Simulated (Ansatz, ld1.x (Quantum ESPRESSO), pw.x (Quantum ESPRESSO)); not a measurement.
Hf (Z = 72): one change to the RRKJ potential, in the atom and in the bcc crystal

| Item | Value |
| --- | --- |
| Element | Hf |
| Generator | ld1.x (Quantum ESPRESSO) 7.5 |
| Type | norm-conserving RRKJ (Kleinman–Bylander form) |
| Functional | PBE |
| Relativity | scalar-relativistic |
| Frozen core | [Xe] 4f14 |
| Valence charge | 4 |
| Reference configuration | 5d2 6s1.5 6p0 (charge +0.5) |
| Partial waves | 6p (bound, empty): rc 3.00 bohr; 5d (bound): rc 2.25 bohr; 6s (bound): rc 2.60 bohr |
| Local potential | the s channel |
| Core correction | Bessel-smoothed model core inside 1.20 bohr |
| rho0 | 0.02 |

Change: wave 6s (bound): rc 2.60 bohr becomes 6s (bound): rc 3.66 bohr.

Cutoffs, loose and tight: the cutoffs (Ry, on a coarse ladder) from which the occupation-weighted sum of valence levels, in a spherical-Bessel basis at the reference potential, stays within 10 and 1 mRy of its value at 400 Ry. They do not see the model core or the augmentation charge, which bear on the density cutoff. Test errors are all-electron minus pseudo excitation energies from the reference, over the configurations 5d2 6s2 6p0; 5d2 6s1 6p0; 5d2 6s0 6p0; 5d3 6s0 6p0; 5d2 6s0 6p2; 5d3 6s1 6p0; 5d1 6s2 6p1; variants that change the core or the reference have their own tests.

Crystal test: bcc Hf in pw.x 7.5, no spin, 13³ k-points, Fermi–Dirac smearing 0.01 Ry, cutoffs set for each file from its atomic test. The reference is all-electron LAPW (Ansatz 0.2.0) with the same functional, mesh and smearing; V0 and B0 come from Birch–Murnaghan fits to the pressures at five volumes. Errors are pseudo minus all-electron; Δ is the rms difference of the E(V) curves that follow from these fits, minima aligned, over ±6 % about the mean V0. Mesh and smearing are coarse, so the numbers serve the comparison and aren't converged zero-temperature values; the lattice is a test structure that the element need not adopt.

All-electron: a0 = 3.553 Å (V0 = 22.42 Å³/atom), B0 = 98.4 GPa.

Problem. Does the change bring the crystal closer to the all-electron result?

Solution. The mean pressure error goes from +1.51 to -3.01 GPa, so the change moves the solid further from the all-electron pressures.

```
                       quantity       base    changed
                 outcome (atom)  generated  generated
           cutoff, loose (atom)      21 Ry      21 Ry
           cutoff, tight (atom)      25 Ry      25 Ry
            bound ghosts (atom)       none       none
largest test error (meV) (atom)       -104        -74
           cutoffs in pw.x (Ry)     50/200     50/200
                         a0 (Å)      3.569      3.518
                   a0 error (%)      +0.45      -0.98
                   B0 error (%)       +6.1       +9.5
                   Δ (meV/atom)        7.0       14.5
      mean pressure error (GPa)      +1.51      -3.01
```

Base: This is a poor potential for the solid. The free energy does not fall steadily as the cutoff rises, most likely since the density grid, which shrinks with it, is too coarse for the model core; the lower cutoffs are not converged. Changed file: The largest radius (3.66 bohr) exceeds half the bond length (2.90 bohr), so the spheres overlap, which is one possible source of error among others. This is a poor potential for the solid. The free energy does not fall steadily as the cutoff rises, most likely since the density grid, which shrinks with it, is too coarse for the model core; the lower cutoffs are not converged. The atomic cutoffs weigh occupied waves only.
